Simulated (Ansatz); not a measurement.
# SrCl2: response to equal strain of all cell vectors

One table from this session's results is given with a row withheld; the runs are named, their logs left out.

Program: Ansatz 0.2.0. Level of theory: DFT r2SCAN, scalar-relativistic, plane waves, PAW. These are calculated values, not measurements.

2 further runs of the same task are left out: 2 set aside as unsound or not needed.

## The structure to begin with

The structure is cubic, space group Fm-3m (No. 225). Conventional cell: a = 6.995 Å, b = 6.995 Å, c = 6.995 Å, α = 90.00°, β = 90.00°, γ = 90.00°. Sr (site symmetry m-3m) has 8 Cl at 3.03 Å in its first shell of neighbours. Cl (site symmetry -43m) is surrounded by 4 Sr at 3.03 Å.

As a file:

```xyz
6
Lattice="3.4976 3.4976 0.0000 -3.4976 3.4976 0.0000 0.0000 0.0000 6.9952" Properties=species:S:1:pos:R:3 pbc="T T T"
Sr    0.0000    0.0000    0.0000
Sr    0.0000    3.4976    3.4976
Cl   -1.7488    1.7488    5.2464
Cl    1.7488    1.7488    5.2464
Cl    1.7488    1.7488    1.7488
Cl   -1.7488    1.7488    1.7488
```

The first run:

The input, input.yaml:

```yaml
crystal:
  lattice:
    - [3.4975789297, 3.4975789297, 0.0]
    - [-3.4975789297, 3.4975789297, 0.0]
    - [0.0, 0.0, 6.9951578594]
  atoms:
    - { symbol: Sr, position: [0.0, 0.0, 0.0] }
    - { symbol: Sr, position: [0.5, 0.5, 0.5] }
    - { symbol: Cl, position: [0.0, 0.5, 0.75] }
    - { symbol: Cl, position: [0.5, 0.0, 0.75] }
    - { symbol: Cl, position: [0.5, 0.0, 0.25] }
    - { symbol: Cl, position: [0.0, 0.5, 0.25] }
basis:
  ecutwfc: 500
kpoints:
  mp_grid: { grid: [6, 6, 4] }
hamiltonian:
  xc: r2scan
scf:
  occupations: { method: gaussian, width: 0.02 }
output:
  forces: true
  stress: true
  eigenvalues: true
```

The run is started by

```
> ansatz run input.yaml --threads 1 --pin off --max-ram 2560MiB --backend cpu --events-out ev --progress --plain --runs-dir out
```

Among the steps run: The unstrained reference; Band edges over the zone; Strain -1.5 %; Seeking the band edges at -1.5 %; Strain +1.5 %; The gap over the whole zone at +1.5 %; At -3.0 %; Band edges over the zone at -3.0 %; The cell strained by +3.0 %; The gap over the whole zone at +3.0 %; The cell strained by -4.5 %; The gap over the whole zone at -4.5 %; At +4.5 %; Seeking the band edges at +4.5 %.

One of the session's tables, all rows but one given; the rest of the session is left out.

Lengths are those of the vectors of the cell that was run; stresses in GPa:

```
strain (%)  ΔE (meV/atom)  a (Å)  b (Å)  c (Å)  gap (eV)
      -4.5           71.3  4.724  4.724  6.680      5.88
      -3.0           29.9  4.798  4.798  6.785      5.93
      -1.5            7.0  4.872  4.872  6.890      5.97
      +0.0            0.0  4.946  4.946  6.995      5.94
      +1.5            6.5  5.021  5.021  7.100      5.77
      +3.0              ?      ?      ?      ?         ?
      +4.5           52.4  5.169  5.169  7.310      5.46
```

Q: Estimate the row for strain (%) = +3.0 from the others.

Worked estimate for «ΔE (meV/atom)». A straight line through the neighbours (1.5, 6.5) and (4.5, 52.4) gives 6.5 + (52.4 − 6.5) × (3.0 − 1.5) / (4.5 − 1.5) = 29.4; a parabola fitted to 3 rows on both sides gives 24.0.

The run gave: ΔE (meV/atom): 24.5; a (Å): 5.095; b (Å): 5.095; c (Å): 7.205; gap (eV): 5.61. In «ΔE (meV/atom)» the line misses by +4.9 and the parabola by -0.5.

ΔE is over the unstrained cell. Stress in GPa, positive in compression, on the Cartesian axes of the input. Gaps are Kohn-Sham gaps over the whole zone.

To keep in mind: The gap runs from 5.88 eV at -4.5 % through 5.94 to 5.46 eV at +4.5 %.
